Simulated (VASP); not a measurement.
# BN (F-43m) in VASP: notebook

The runs below take BN through single point, with r2SCAN.

Program: VASP 6.6.1. These are calculated values, not measurements. Logs are shortened: lines on timing, memory, paths and dates and some standing lists are left out, and cuts for length are marked.

## (1) The undisturbed crystal

It takes space group F-43m (No. 216, cubic). The conventional cell has a = 3.615 Å, b = 3.615 Å, c = 3.615 Å, α = 90.00°, β = 90.00°, γ = 90.00°. Around B (site symmetry -43m) lie 4 N at 1.57 Å. N (site symmetry -43m) is surrounded by 4 B at 1.57 Å.

## (2) Single point, r2SCAN (a relaxed cell with its volume scaled by 0.94)

Input file INCAR:

```
SYSTEM = BN
PREC = Accurate ; ENCUT = 520
EDIFF = 1E-7 ; ISMEAR = 0
SIGMA = 0.02 ; LREAL = .FALSE.
LASPH = .TRUE. ; NELM = 100
ALGO = Normal ; ISIF = 2
LWAVE = .FALSE. ; LCHARG = .FALSE.
METAGGA = R2SCAN ; LMIXTAU = .TRUE.
```

Input file KPOINTS:

```
regular mesh
0
G
  14 14 14
  0 0 0
```

Input file POSCAR:

```
BN                                      
1.0
    0.0000000000      1.7696716010      1.7696716010
    1.7696716010      0.0000000000      1.7696716010
    1.7696716010      1.7696716010      0.0000000000
  B               N             
     1     1
Direct
     0.0000000000000000    0.0000000000000000    0.0000000000000000
     0.2500000000000000    0.2500000000000000    0.2500000000000000
```

Potentials or basis: VASP PAW PBE potentials, release 64 (B, N).

Launch:

```console
> cat potpaw_PBE.64/B/POTCAR potpaw_PBE.64/N/POTCAR > POTCAR
> mpirun -np 1 vasp_std > vasp.out
```

OUTCAR:

```text
SYSTEM = BN
   PREC = Accurate
   ENCUT = 520
   EDIFF = 1E-7
   ISMEAR = 0
   LREAL = .FALSE.
   LASPH = .TRUE.
   NELM = 100
   ISIF = 2
   METAGGA = R2SCAN

 ion  position               nearest neighbor table
   1  0.000  0.000  0.000-   2 1.53   2 1.53   2 1.53   2 1.53
   2  0.250  0.250  0.250-   1 1.53   1 1.53   1 1.53   1 1.53

  LATTYP: Found a face centered cubic cell.
 ALAT       =     3.5393432020

  Lattice vectors:

 A1 = (   0.0000000000,   1.7696716010,   1.7696716010)
 A2 = (   1.7696716010,   0.0000000000,   1.7696716010)
 A3 = (   1.7696716010,   1.7696716010,   0.0000000000)

Analysis of symmetry for initial positions (statically):
=====================================================================
 Subroutine PRICEL returns:
 Original cell was already a primitive cell.

 Routine SETGRP: Setting up the symmetry group for a
 face centered cubic supercell.

 Subroutine GETGRP returns: Found 24 space group operations
 (whereof 24 operations were pure point group operations)
 out of a pool of 48 trial point group operations.

The static configuration has the point symmetry T_d .

Analysis of symmetry for dynamics (positions and initial velocities):
=====================================================================
 Subroutine PRICEL returns:
 Original cell was already a primitive cell.

 Routine SETGRP: Setting up the symmetry group for a
 face centered cubic supercell.

 Subroutine GETGRP returns: Found 24 space group operations
 (whereof 24 operations were pure point group operations)
 out of a pool of 48 trial point group operations.

The dynamic configuration has the point symmetry T_d .

 Subroutine INISYM returns: Found 24 space group operations
 (whereof 24 operations are pure point group operations),
 and found     1 'primitive' translations

----------------------------------------------------------------------------------------

                                     Primitive cell

  volume of cell :      11.0843

  direct lattice vectors                    reciprocal lattice vectors
     0.000000000  1.769671601  1.769671601    -0.282538297  0.282538297  0.282538297
     1.769671601  0.000000000  1.769671601     0.282538297 -0.282538297  0.282538297
     1.769671601  1.769671601  0.000000000     0.282538297  0.282538297 -0.282538297

  length of vectors
     2.502693579  2.502693579  2.502693579     0.489370685  0.489370685  0.489370685

  position of ions in fractional coordinates (direct lattice)
     0.000000000  0.000000000  0.000000000
     0.250000000  0.250000000  0.250000000

  ion indices of the primitive-cell ions
   primitive index   ion index
                 1           1
                 2           2

----------------------------------------------------------------------------------------

 KPOINTS: regular mesh

Automatic generation of k-mesh.
 Grid dimensions read from file:
 generate k-points for:   14   14   14

 Generating k-lattice:

  Cartesian coordinates                     Fractional coordinates (reciprocal lattice)
    -0.020181307  0.020181307  0.020181307     0.071428571  0.000000000  0.000000000
     0.020181307 -0.020181307  0.020181307     0.000000000  0.071428571  0.000000000
     0.020181307  0.020181307 -0.020181307     0.000000000  0.000000000  0.071428571

  Length of vectors
     0.034955049  0.034955049  0.034955049

  Shift w.r.t. Gamma in fractional coordinates (k-lattice)
     0.000000000  0.000000000  0.000000000

 Subroutine IBZKPT returns following result:
 ===========================================

 Found    104 irreducible k-points:

 Following reciprocal coordinates:
            Coordinates               Weight
  0.000000  0.000000  0.000000      1.000000
  0.071429  0.000000  0.000000      8.000000
  0.142857  0.000000  0.000000      8.000000
  0.214286  0.000000  0.000000      8.000000
  0.285714  0.000000  0.000000      8.000000
  0.357143  0.000000  0.000000      8.000000
[... 16 lines left out ...]
  0.214286  0.142857  0.000000     24.000000
  0.285714  0.142857  0.000000     24.000000
 [... further k-points ...]
   k-points           NKPTS =    104   k-points in BZ     NKDIM =    104   number of bands    NBANDS=      8
   number of dos      NEDOS =    301   number of ions     NIONS =      2
   total plane-waves  NPLWV =   8000
   dimension x,y,z NGX =    20 NGY =   20 NGZ =   20
   dimension x,y,z NGXF=    40 NGYF=   40 NGZF=   40
   ions per type =               1   1
   NGX,Y,Z   is equivalent  to a cutoff of  13.29, 13.29, 13.29 a.u.
   NGXF,Y,Z  is equivalent  to a cutoff of  26.57, 26.57, 26.57 a.u.
 SYSTEM =  BN
   PREC   = accura    normal or accurate (medium, high low for compatibility)
   ISTART =      0    job   : 0-new  1-cont  2-samecut
   ICHARG =      2    charge: 1-file 2-atom 10-const
   ISPIN  =      1    spin polarized calculation?
   LNONCOLLINEAR =      F non collinear calculations
   LSORBIT =      F    spin-orbit coupling
   LASPH  =      T    aspherical Exc in radial PAW
   ENCUT  =  520.0 eV  38.22 Ry    6.18 a.u.   4.65  4.65  4.65*2*pi/ulx,y,z
   NELM   =    100;   NELMIN=  2; NELMDL= -5     # of ELM steps
   EDIFF  = 0.1E-06   stopping-criterion for ELM
   LREAL  =      F    real-space projection
   EDIFFG = 0.1E-05   stopping-criterion for IOM
   NSW    =      0    number of steps for IOM
   IBRION =     -1    ionic relax: 0-MD 1-quasi-New 2-CG
   NFREE  =      0    steps in history (QN), initial steepest desc. (CG)
   ISIF   =      2    stress and relaxation
   ISYM   =      2    0-nonsym 1-usesym 2-fastsym
   POTIM  = 0.5000    time-step for ionic-motion
   TEBEG  =    0.0;   TEEND  =   0.0 temperature during run
   PSTRESS=    0.0 pullay stress
   NELECT =       8.0000    total number of electrons
   NUPDOWN=      -1.0000    fix difference up-down
   EMIN   =  10.00;   EMAX   =-10.00  energy-range for DOS
   EFERMI =   0.00;   METHOD = LEGACY
   ISMEAR =     0;   SIGMA  =   0.02  broadening in eV -4-tet -1-fermi 0-gaus
   EFERMI_NEDOS =   21; number of points for ismear=-14 and -15
   IALGO  =     38    algorithm
   IMIX   =      4    mixing-type and parameters
     AMIX     =   0.40;   BMIX     =  1.00
     AMIX_MAG =   1.60;   BMIX_MAG =  1.00
  volume/ion in A,a.u.               =       5.54        37.40
  Fermi-wavevector in a.u.,A,eV,Ry     =   1.468483  2.775030 29.340164  2.156441
  Thomas-Fermi vector in A             =   2.583975
   LORBIT       =      0    0 simple, 1 ext, 2 COOP (PROOUT), +10 PAW based schemes
   METAGGA = R2SCAN    functional components
   LHFCALC =     F    Hartree Fock is set to
   AEXX    =    0.0000 exact exchange contribution
   IVDW    =     0    specifies the selected vdW correction
   LEPSILON=     F    determine dielectric tensor
   LRPA    =     F    only Hartree local field effects (RPA)
 non-spin polarized calculation
 Gauss-broadening in eV      SIGMA  =   0.02
  energy-cutoff  :      520.00
  volume of cell :       11.08
 maximum number of plane-waves:       307
   NGX =  9   NGY =  9   NGZ =  9

 number of electron       7.9999999 magnetization

 Free energy of the ion-electron system (eV)
  ---------------------------------------------------
  ext. energy  EPLUGINS =         0.00000000
  ---------------------------------------------------
  free energy    TOTEN  =       -19.11292354 eV

  energy without entropy =      -19.11292354  energy(sigma->0) =      -19.11292354

 E-fermi :   8.1206     XC(G=0): -13.9866

 val. band max:        8.0438413397   @ k =   0.0000   0.0000   0.0000
 cond. band min:      13.0948507694   @ k =   0.5000   0.5000   0.0000
 fundamental gap:      5.0510094297
 Fermi energy:         8.1205879115

 k-point     1 :       0.0000    0.0000    0.0000
  band No.  band energies     occupation
      1     -14.0033      2.00000
      2       8.0438      2.00000
      3       8.0438      2.00000
      4       8.0438      2.00000
      5      17.8819      0.00000
      6      17.8819      0.00000
      7      17.8819      0.00000
      8      20.2181      0.00000

 k-point     2 :       0.0714    0.0000    0.0000
  band No.  band energies     occupation
      1     -13.8679      2.00000
      2       7.2976      2.00000
      3       7.8948      2.00000
      4       7.8948      2.00000
      5      18.1124      0.00000
      6      18.1124      0.00000
      7      18.1243      0.00000
      8      20.6211      0.00000

 k-point     3 :       0.1429    0.0000    0.0000
  band No.  band energies     occupation
      1     -13.4654      2.00000
      2       5.4829      2.00000
      3       7.5136      2.00000
      4       7.5136      2.00000
      5      18.5401      0.00000
      6      18.6835      0.00000
      7      18.6835      0.00000
      8      21.6851      0.00000

 k-point     4 :       0.2143    0.0000    0.0000
  band No.  band energies     occupation
      1     -12.8080      2.00000
      2       3.2268      2.00000
      3       7.0352      2.00000
      4       7.0352      2.00000
      5      18.9122      0.00000
      6      19.3136      0.00000
      7      19.3136      0.00000
      8      22.9315      0.00000

 k-point     5 :       0.2857    0.0000    0.0000
  band No.  band energies     occupation
      1     -11.9245      2.00000
      2       0.9071      2.00000
      3       6.5767      2.00000
      4       6.5767      2.00000
      5      19.2347      0.00000
      6      19.7401      0.00000
      7      19.7401      0.00000
      8      23.9588      0.00000
[... 177 lines left out ...]
 k-point    22 :       0.1429    0.1429    0.0000
  band No.  band energies     occupation
      1     -13.2869      2.00000
      2       6.3518      2.00000
      3       6.5103      2.00000
      4       6.5103      2.00000
      5      17.0276      0.00000
      6      20.0651      0.00000
      7      20.0651      0.00000
      8      21.5553      0.00000

 k-point    23 :       0.2143    0.1429    0.0000
  band No.  band energies     occupation
      1     -12.8041      2.00000
      2       4.6397      2.00000
      3       5.9245      2.00000
      4       6.3952      2.00000
      5      16.9624      0.00000
      6      20.7903      0.00000
      7      20.9647      0.00000
      8      22.0038      0.00000

 k-point    24 :       0.2857    0.1429    0.0000
  band No.  band energies     occupation
      1     -12.0787      2.00000
      2       2.5456      2.00000
      3       5.4434      2.00000
      4       6.0148      2.00000
      5      17.3135      0.00000
      6      21.2457      0.00000
      7      21.6346      0.00000
      8      22.4207      0.00000

 [... further k-points ...]

------------------------ aborting loop because EDIFF is reached ----------------------------------------

  FORCE on cell =-STRESS in cart. coord.  units (eV):
  Direction    XX          YY          ZZ          XY          YZ          ZX
  --------------------------------------------------------------------------------------
  -------------------------------------------------------------------------------------
  Total        1.8759073      1.8759073      1.8759073     -0.0000000     -0.0000000      0.0000000
  in kB      271.1526870    271.1526870    271.1526870     -0.0000000     -0.0000000      0.0000000
  external PRESSURE =     271.1526870 kB  Pullay stress =       0.0000000 kB

 VOLUME and BASIS-vectors are now :
 -----------------------------------------------------------------------------
  energy-cutoff  :      520.00
  volume of cell :       11.08
      direct lattice vectors                 reciprocal lattice vectors
     0.000000000  1.769671601  1.769671601    -0.282538297  0.282538297  0.282538297
     1.769671601  0.000000000  1.769671601     0.282538297 -0.282538297  0.282538297
     1.769671601  1.769671601  0.000000000     0.282538297  0.282538297 -0.282538297

 POSITION                                       TOTAL-FORCE (eV/Angst)
 -----------------------------------------------------------------------------------
      0.00000      0.00000      0.00000        -0.000000     -0.000000     -0.000000
      0.88484      0.88484      0.88484         0.000000      0.000000      0.000000
 -----------------------------------------------------------------------------------
    total drift:                                0.000000      0.000000      0.000000

  FREE ENERGIE OF THE ION-ELECTRON SYSTEM (eV)
  ---------------------------------------------------
  free  energy   TOTEN  =       -19.1129235410 eV

  energy  without entropy=      -19.1129235410  energy(sigma->0) =      -19.11292354
```

It took 25 s on 1 thread of Intel Xeon 6975P-C (Granite Rapids), shared host; peak memory 0.12 GiB.

Results:

| Property | Result |
| --- | --- |
| Free energy | -19.1129 eV |
| Pressure | 27.1 GPa |
| Band gap on the k mesh | 5.05 eV, indirect (least direct gap 9.84 eV) |

Caveat: so large a pressure means that the cell lies far from this level's equilibrium, or that cutoff or potentials fall short; the potentials were made for another functional, which shifts forces and pressure.

## (3) Single point, r2SCAN (a relaxed cell with its volume scaled by 1.06)

INCAR is that of step 2.

KPOINTS is that of step 2.

Input file POSCAR:

```
BN                                      
1.0
    0.0000000000      1.8419818736      1.8419818736
    1.8419818736      0.0000000000      1.8419818736
    1.8419818736      1.8419818736      0.0000000000
  B               N             
     1     1
Direct
     0.0000000000000000    0.0000000000000000    0.0000000000000000
     0.2500000000000000    0.2500000000000000    0.2500000000000000
```

Potentials or basis: VASP PAW PBE potentials, release 64 (B, N).

Launch:

```console
> cat potpaw_PBE.64/B/POTCAR potpaw_PBE.64/N/POTCAR > POTCAR
> mpirun -np 1 vasp_std > vasp.out
```

Wall time 24 s (1 thread of Intel Xeon 6975P-C (Granite Rapids), shared host); peak memory 0.12 GiB.

The run converged. Its results:

* Free energy: -19.1262 eV
* Pressure: -20.5 GPa
* Band gap on the k mesh: 4.90 eV, indirect (least direct gap 9.25 eV)

Levels at points of the mesh, in eV from the valence-band top:
```csv
k point,band 1,band 2,band 3,band 4,band 5,band 6,band 7,band 8
"(0.00, 0.00, 0.00)",-20.65,0.00,0.00,0.00,9.25,9.25,9.25,10.10
"(0.50, 0.00, 0.00)",-16.62,-10.56,-1.91,-1.91,10.03,11.15,11.15,15.78
"(0.50, 0.50, 0.00)",-15.28,-8.95,-4.82,-4.82,4.90,9.48,18.36,18.36
```

Caveat: so large a pressure means that the cell lies far from this level's equilibrium, or that cutoff or potentials fall short; the potentials were made for another functional, which shifts forces and pressure.
